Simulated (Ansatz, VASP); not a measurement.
Be2C: VASP beside Ansatz

```
CELL_PARAMETERS angstrom
0.00000 2.13415 2.13415
2.13415 0.00000 2.13415
2.13415 2.13415 0.00000
ATOMIC_POSITIONS crystal
Be 0.25000 0.25000 0.25000
Be 0.75000 0.75000 0.75000
C 0.00000 0.00000 0.00000
```

Alike in both runs: functional LDA; k mesh 12 × 12 × 12; occupations gaussian, width 0.02 eV; no spin polarisation.

Ansatz relaxed the structure, and its values are those at the end. VASP's run is a single point on that final structure, the one shown.

|  | VASP | Ansatz |
| --- | --- | --- |
| version | VASP 6.6.1 | Ansatz 0.2.0 |
| potentials or method | VASP PAW LDA potentials, release 64 (Be, C) | scalar-relativistic, plane waves, PAW |
| plane-wave cutoff (eV) | 520 | 420 |
| valence electrons in the cell | 8 | 8 |

|  | VASP | Ansatz | Ansatz less VASP |
| --- | --- | --- | --- |
| gap on the k mesh at the Fermi level (eV) | 1.20 | 1.20 | +0.007 |
| least direct gap on the mesh (eV) | 4.10 | 4.11 | +0.005 |
| pressure (GPa) | 0.6 | 0.0 | -0.64 |

A k mesh can miss the band edges.
